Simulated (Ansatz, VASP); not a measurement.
Be: VASP beside Ansatz

```
Be
1.0
     2.22952    0.00000    0.00000
    -1.11476    1.93082    0.00000
     0.00000    0.00000    3.50833
Be
2
Cartesian
  0.0000 1.2872 0.8771
  1.1148 0.6436 2.6312
```

Alike in both runs: task single point; functional LDA; k mesh 16 × 16 × 9; no spin polarisation.

```csv
,VASP,Ansatz
version,VASP 6.6.1,Ansatz 0.2.0
potentials or method,"VASP PAW LDA potentials, release 64 (Be)","plane waves (420 eV) with PAW, scalar-relativistic"
plane-wave cutoff (eV),520,420
occupations,"methfessel-paxton of order 1, width 0.1 eV","cold, width 0.1 eV"
valence electrons in the cell,4,4
```

```tsv
	VASP	Ansatz	Ansatz less VASP
pressure (GPa)	0.4	0.0	-0.46
largest component of the traceless stress (GPa)	0.17	0.13	-0.043
```

Ansatz warned: «pseudo_functional_mismatch».
